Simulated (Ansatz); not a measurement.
Stress against strain in C

```xyz
2
Lattice="1.2280 0.7090 3.3470 -1.2280 0.7090 3.3470 0.0000 -1.4180 3.3470" Properties=species:S:1:pos:R:3 pbc="T T T"
C     0.0000    0.0000    1.6467
C     0.0000    0.0000    8.3943
```

Atom numbers follow the list: C1, C2.

Conventional cell: a = 2.456 Å, b = 2.456 Å, c = 10.041 Å, α = 90.00°, β = 90.00°, γ = 120.00°. C (atom 1) is surrounded by 3 C at 1.42 Å.

The cell is COD entry 1200018, as deposited and not checked against the literature; nothing was relaxed. It is an old determination, and later ones may differ.

Level of theory: DFT, PBEsol, all-electron LAPW, scalar-relativistic (Ansatz 0.2.0).

Settings: a Γ-centred 17×17×17 k mesh, Fermi–Dirac smearing of 0.03 eV, basis error target 0.5 meV/atom, no spin polarisation.

The strain is applied along the Cartesian axes of the cell as listed (the other components stay zero). Fractional coordinates are held (clamped ions).

σ is the change of stress from the unstrained cell, which is at 1.11 GPa; tension is positive, so slopes are stress–strain coefficients at that pressure.

Only quantities that a quadratic follows smoothly over the whole series are listed; rougher ones are left out.

```tsv
εxx = εyy	σzz (GPa)	σxx (GPa)
-0.0200	0.05	-28.01
-0.0100	0.02	-13.34
0.0000	0.00	0.00
0.0200	-0.04	23.11
```

Question: Fit the series and read off the stiffness at zero strain.

Answer: Least-squares fits y = p0 + p1 x + p2 x² to the rows give σzz (GPa): p1 = -2.22, p2 = 16; σxx (GPa): p1 = 1280, p2 = -6200. So C13 + C23 = -2 GPa and C11 + C12 = 1278 GPa, for these axes.

Question: One run, at εxx = εyy = 0.0100, is withheld. Predict its row.

Answer: The fits give -0.02, 12.18; the run gave -0.02, 12.12.
